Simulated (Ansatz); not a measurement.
# Tantalum, diamond: HSE06 at the PBE geometry

How do the levels change when part of the exchange is made exact, and what does it cost? Spin polarisation is left out. The cell comes from an earlier PBE relaxation. Exact exchange is dear, so the k-mesh is coarse, and PBE is run on the same mesh for comparison.

Method: DFT, plane waves (420 eV) with PBE-made PAW files, scalar-relativistic; functionals as named at each step, in Ansatz 0.2.0.

### 1 Starting point

It takes space group Fd-3m (No. 227, cubic). Conventional cell: a = 6.106 Å, b = 6.106 Å, c = 6.106 Å, α = 90.00°, β = 90.00°, γ = 90.00°. Ta (site symmetry -43m) is surrounded by 4 Ta at 2.64 Å.

Coordinates:

```xyz
2
Lattice="0.0000 3.0530 3.0530 3.0530 0.0000 3.0530 3.0530 3.0530 0.0000" Properties=species:S:1:pos:R:3 pbc="T T T"
Ta    0.7632    0.7632    0.7632
Ta    5.3427    5.3427    5.3427
```

### 2 PBE on the coarse mesh

The run with PBE.

input.yaml reads:

```yaml
crystal:
  lattice:
    - [0.0, 3.0529549964, 3.0529549964]
    - [3.0529549964, 0.0, 3.0529549964]
    - [3.0529549964, 3.0529549964, 0.0]
  atoms:
    - { symbol: Ta, position: [0.125, 0.125, 0.125] }
    - { symbol: Ta, position: [0.875, 0.875, 0.875] }
hamiltonian:
  xc: pbe
  pseudopotentials:
    kind: paw
    azcp:
      Ta: "pseudopotentials/Ta.paw.azcp"
basis:
  ecutwfc: 420
  fft_grid_basis: typed
kpoints:
  mp_grid: { grid: [5, 5, 5], shift: [0, 0, 0] }
magnetization:
  spin_polarized: false
scf:
  occupations: { method: fermi_dirac, width: 0.1 }
```

On the command line:

```
$ ansatz run input.yaml --threads 4 --pin off --max-ram 8192MiB --backend cpu --events-out ev --progress --plain --runs-dir out
```

The program printed, shortened:

```text
Warning: RAYON_NUM_THREADS=4 ignored (pool sized by the plan → 4); use --threads N
[...]
Pseudopotentials: kind: paw
Pseudopotential: Ta, paw, valence charge 13, recommended cutoff 420 eV (normal), <dir>
Functional definition: PBE
[...]
Crystal: 2 atoms, lattice volume = 56.910 Å³
Basis set: ecut = 420 eV, 1139 PW (Γ)
Bands: 17, of which v1, the nominal top of the filled ones, is band 13 counted from 1 (12 counted from 0)
Symmetry: 48 space group operations
Space group: Fd-3m (ITA 227), of the structure as read, at distance tolerance 3.8e-5 Å
k-points: 10 of 125
[...]
SCF iter   1: F=—  HF=-19858.782516 eV  |F-HF|=—  |Δ(HF+E_count)|=         —  Δρ=6.11e-3  dr2=2.11e-2  ethr=1.77e-3  ⟨swp⟩=5.0  Hψ=828  notcnv=0
[...]
SCF iter   6: F=-19858.780901 eV  HF=-19858.780901 eV  |F-HF|=5.88e-9  |Δ(HF+E_count)|=   3.11e-7  Δρ=3.30e-6  dr2=3.72e-9  ethr=3.85e-10  ⟨swp⟩=2.7  Hψ=357  notcnv=0
[...]
SCF converged after 6 iterations
Free energy (F): -19858.780901 eV
[...]
E sigma→0 (E₀):  -19858.712391 eV
Entropy (-TS):   -0.137019 eV (-68.509 meV/atom)
Fermi energy:    10.335268 eV
[...]
```

It took 0.24 s on 4 threads of Arm Neoverse V2, shared host; peak memory 0.27 GiB.

### 3 HSE06 on the coarse mesh

The run with HSE06.

Changes to input.yaml since step 2:

```diff
@@ -9,3 +9,3 @@
 hamiltonian:
-  xc: pbe
+  xc: hse06
   pseudopotentials:
@@ -23 +23,6 @@
   occupations: { method: fermi_dirac, width: 0.1 }
+output:
+  write_density: true
+  write_potential: true
+  elf: true
+  volumetric_format: npy
```

On the command line:

```
$ ansatz run input.yaml --threads 4 --pin off --max-ram 8192MiB --backend cpu --events-out ev --progress --plain --runs-dir out
```

The program printed, shortened:

```text
Warning: RAYON_NUM_THREADS=4 ignored (pool sized by the plan → 4); use --threads N
[...]
Pseudopotentials: kind: paw
Pseudopotential: Ta, paw, valence charge 13, recommended cutoff 420 eV (normal), <dir>
Functional definition: HSE06
[...]
Crystal: 2 atoms, lattice volume = 56.910 Å³
Basis set: ecut = 420 eV, 1139 PW (Γ)
Bands: 17, of which v1, the nominal top of the filled ones, is band 13 counted from 1 (12 counted from 0)
Symmetry: 48 space group operations
Space group: Fd-3m (ITA 227), of the structure as read, at distance tolerance 3.8e-5 Å
k-points: 10 of 125
[...]
SCF iter   1: F=—  HF=-19858.772598 eV  |F-HF|=—  |Δ(HF+E_count)|=         —  Δρ=9.16e-3  dr2=6.43e-2  ethr=1.77e-3  ⟨swp⟩=5.5  Hψ=675  notcnv=0
[...]
Frozen-core exchange: fock
[...]
SCF 2 stopped early in 7 iterations: F = -19858.745248 eV  dr2 = 2.70e-6
hybrid outer 1: dexx = +1.601e-2 eV, tail = 2.93e-5 eV
[...]
Frozen-core exchange: fock
[...]
hybrid SCF converged: 2 outer / 10 inner (+8 warm-up), last move |dexx| = 3.10e-6 eV, tail = 1.48e-7 eV
Stability not checked: this state was not tested for a lower state beside it, because the functional holds exact exchange (a hybrid, or Hartree-Fock), whose exchange loop this test does not read (fock_operator; see scf.lower_state_search)
Free energy (F): -19858.745293 eV
Frozen-core exchange: fock
[...]
E sigma→0 (E₀):  -19858.692843 eV
Entropy (-TS):   -0.104900 eV (-52.450 meV/atom)
Fermi energy:    10.268265 eV
[...]
--- Band table (eV; the first three rows and the last of 10) ---
  k-point 0: bands = ["-60.7264", "-60.4261", "-26.2158", "-26.2158", "-26.2158", "-25.3282", "-25.3282", "-25.3282", "3.8670", "9.2997", "9.2997", "9.8277", "9.8277", "9.8277", "12.6252", "12.6252"]
[...]
  guard bands above this table: 1 of the run's 17 bands, where the rule asks 2: the bands that hold charge and the lowest empty level above them stay in the table. The solve was not asked for them (output.publish_guard_bands: true or output.eigenvalues: true publishes all)
```

It took 4.6 s on 4 threads of Arm Neoverse V2, shared host; peak memory 1 GiB.

The maps below are laid out on this run's own conventional cell (a, b, c = 6.106, 6.106, 6.106 Å).

Density in a lattice plane of the grid's cell (edges 6.11 and 6.11 Å, at 0.125 of the third edge), which holds Ta.

Values in e/Å³, 12 rows by 12 columns:
```
0.20 0.22 0.22 0.20 0.16 0.13 0.11 0.10 0.10 0.11 0.13 0.16
0.11 0.10 0.10 0.11 0.13 0.16 0.20 0.22 0.22 0.20 0.16 0.13
0.07 0.05 0.05 0.07 0.11 0.20 0.47 1.58 1.58 0.47 0.20 0.11
0.05 0.04 0.04 0.05 0.10 0.22 1.58 4.26 4.25 1.58 0.22 0.10
0.05 0.04 0.04 0.05 0.10 0.22 1.59 4.25 4.26 1.58 0.22 0.10
0.07 0.05 0.05 0.07 0.11 0.20 0.47 1.59 1.58 0.47 0.20 0.11
0.11 0.10 0.10 0.11 0.13 0.16 0.20 0.22 0.22 0.20 0.16 0.13
0.20 0.22 0.22 0.20 0.16 0.13 0.11 0.10 0.10 0.11 0.13 0.16
0.47 1.58 1.58 0.47 0.20 0.11 0.07 0.05 0.05 0.07 0.11 0.20
1.58 4.26 4.25 1.58 0.22 0.10 0.05 0.04 0.04 0.05 0.10 0.22
1.59 4.25 4.26 1.58 0.22 0.10 0.05 0.04 0.04 0.05 0.10 0.22
0.47 1.59 1.58 0.47 0.20 0.11 0.07 0.05 0.05 0.07 0.11 0.20
```
Columns run along the first of these edges and rows up along the second, over one cell in 12 and 12 even steps from the bottom left corner. Atoms in the plane (fractional): Ta at (0.12, 0.12), Ta at (0.62, 0.62).

ELF in the same plane.

Values, 12 rows by 12 columns:
```
0.37 0.19 0.19 0.37 0.34 0.25 0.31 0.29 0.29 0.31 0.25 0.34
0.31 0.29 0.29 0.31 0.25 0.34 0.37 0.19 0.19 0.37 0.34 0.25
0.21 0.18 0.18 0.21 0.31 0.37 0.27 0.55 0.55 0.27 0.37 0.31
0.18 0.11 0.11 0.18 0.29 0.19 0.55 0.47 0.46 0.55 0.19 0.29
0.18 0.11 0.11 0.18 0.29 0.19 0.54 0.47 0.47 0.55 0.19 0.29
0.21 0.18 0.18 0.21 0.31 0.37 0.27 0.54 0.55 0.27 0.37 0.31
0.31 0.29 0.29 0.31 0.25 0.34 0.37 0.19 0.19 0.37 0.34 0.25
0.37 0.19 0.19 0.37 0.34 0.25 0.31 0.29 0.29 0.31 0.25 0.34
0.27 0.55 0.55 0.27 0.37 0.31 0.21 0.18 0.18 0.21 0.31 0.37
0.55 0.47 0.46 0.55 0.19 0.29 0.18 0.11 0.11 0.18 0.29 0.19
0.54 0.47 0.47 0.55 0.19 0.29 0.18 0.11 0.11 0.18 0.29 0.19
0.27 0.54 0.55 0.27 0.37 0.31 0.21 0.18 0.18 0.21 0.31 0.37
```
Columns run along the first of these edges and rows up along the second, over one cell in 12 and 12 even steps from the bottom left corner. Atoms in the plane (fractional): Ta at (0.12, 0.12), Ta at (0.62, 0.62).

Both are smooth fields of the valence electrons: close to the nuclei they are not physical.

Maxima of ELF outside the ion cores: 0.49 on the Ta–Ta line, 1.3 Å from Ta.

### 4 Side by side

```tsv
functional	gap on the mesh	Fermi energy (eV)	SCF cycles	exchange loops	CPU time
PBE	none (levels filled in part)	10.335	6	-	0.56 s
HSE06	none (levels filled in part)	10.268	18	2	13 s
```

### 5 Outcome

| quantity | value |
| --- | --- |
| PBE: gap | none (levels filled in part) |
| HSE06: gap | none (levels filled in part) |
| HSE06: SCF cycles, exchange loops | 18, 2 |
| HSE06: CPU time over that of PBE | 24 |
| HSE06: relative to bcc | +3387 meV/atom |

Both PBE and HSE06 leave levels filled in part. The hybrid took 24 times as much CPU time as PBE on the same settings. The exchange operator of HSE06 was renewed in 2 outer loops. To compare with dense-mesh energies, the change of PBE from this mesh and smearing to its dense run (+1.8 meV/atom, from a run not shown) is added. Under HSE06 it lies 3387 meV/atom above bcc (computed apart in the same way); on such meshes a few tens of meV are uncertain for metals. The total energies in the logs cannot be compared from one functional to another.
